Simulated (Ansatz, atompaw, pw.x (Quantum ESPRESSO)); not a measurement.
## Equation-of-state test of one PAW (atompaw) potential (zirconium)

zirconium, PAW, made with atompaw 4.2.0.5 (PBEsol, scalar-relativistic). Core [Ar] 3d10 4s2, reference 4p6 4d2 5s2 5p0. Waves: 5s (bound): rc 3.00 bohr; 5s channel at 1.25 Ry: rc 3.00 bohr; 4p (bound): rc 2.25 bohr; 5p (bound, empty): rc 3.00 bohr; 4d (bound): rc 3.00 bohr; 4d channel at 0.25 Ry: rc 1.90 bohr; 4f channel at 0.15 Ry: rc 3.00 bohr. Local part: bessel scheme, radius 2.80 bohr. Core correction: smooth core density matched at 2.90 bohr. Augmentation charge: besselshape compensation charge, radius 2.45 bohr; PAW radius 3.00 bohr; waves and projectors: custom rrkj gramschmidtortho.

Crystal test: fcc Zr in pw.x 7.5, no spin, 13³ k-points, Fermi–Dirac smearing 0.01 Ry, cutoffs 40/400 Ry. The reference is all-electron LAPW (Ansatz 0.2.0) with the same functional, mesh and smearing; V0 and B0 come from Birch–Murnaghan fits to the pressures at five volumes. Errors are pseudo minus all-electron; Δ is the rms difference of the E(V) curves that follow from these fits, minima aligned, over ±6 % about the mean V0. Mesh and smearing are coarse, so the numbers serve the comparison and aren't converged zero-temperature values; the lattice is a test structure that the element need not adopt.

All-electron: a0 = 4.471 Å (V0 = 22.34 Å³/atom), B0 = 94.3 GPa.

Question: How far does the potential miss the all-electron equation of state?

Answer: mean pressure error (GPa): +0.37; a0 (Å): 4.476; a0 error (%): +0.11; B0 error (%): +2.6; Δ (meV/atom): 1.7.

| V (Å³/atom) | P all-electron (GPa) | P pseudo (GPa) |
| --- | --- | --- |
| 21.157 | 5.57 | 6.15 |
| 21.714 | 2.78 | 3.23 |
| 22.271 | 0.28 | 0.61 |
| 22.828 | -1.98 | -1.71 |
| 23.385 | -4.02 | -3.82 |

Question: At the middle volume, how do free energy and pressure move when the wave cutoff is lowered (ecutrho held at 400 Ry)?

Answer:

```json
{"cutoff (Ry)": "18", "shift of F (meV/atom)": "+264.4", "shift of P (GPa)": "-0.43"}
{"cutoff (Ry)": "24", "shift of F (meV/atom)": "+37.7", "shift of P (GPa)": "-1.33"}
{"cutoff (Ry)": "32", "shift of F (meV/atom)": "+1.9", "shift of P (GPa)": "+0.10"}
```

The run at the middle volume (84 k-points, 7 iterations) took about 14 s on one core of a shared host (Intel(R) Xeon(R) Platinum 8488C, 96 threads, 744 GiB, load 29).
